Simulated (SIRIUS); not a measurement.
# Fitting the AM05 energy curve of Cs

Symmetry: Im-3m, No. 229, cubic system. Conventional cell: a = 6.257 Å, b = 6.257 Å, c = 6.257 Å, α = 90.00°, β = 90.00°, γ = 90.00°.

The cell was scaled at fixed shape and fractions and run with SIRIUS, all-electron FP-LAPW, apw+lo standard; AM05, k mesh 6 × 6 × 6 on the cell of 1 atom, fermi-dirac occupations of 0.05 eV, no spin polarisation, no spin-orbit coupling. Energies are those that the program minimises, any entropy of the smearing included. For a metal such a mesh isn't converged to the digits shown.

```csv
V (Å³/atom),energy over the lowest row (meV/atom)
115.1282,0.539
117.5778,0.000
120.0273,0.089
122.4768,0.833
124.9264,?
127.3759,3.516
129.8254,5.499
```

Fit the third-order Birch-Murnaghan form, give V0, B0 and B′, and predict the energy left open.

With y = (V0/V)^(2/3), E = E0 + (9 V0 B0/16) [(y - 1)³ B′ + (y - 1)² (6 - 4y)]. Least squares through the rows shown give V0 = 118.3269 Å³/atom, E0 = -0.029 meV, B0 = 1.962 GPa (1 eV/Å³ = 160.218 GPa) and B′ = 5.95, with a largest miss of 0.039 meV. At V = 124.9264 the form with these constants gives 1.958 meV; the run gave 1.952 meV an atom.
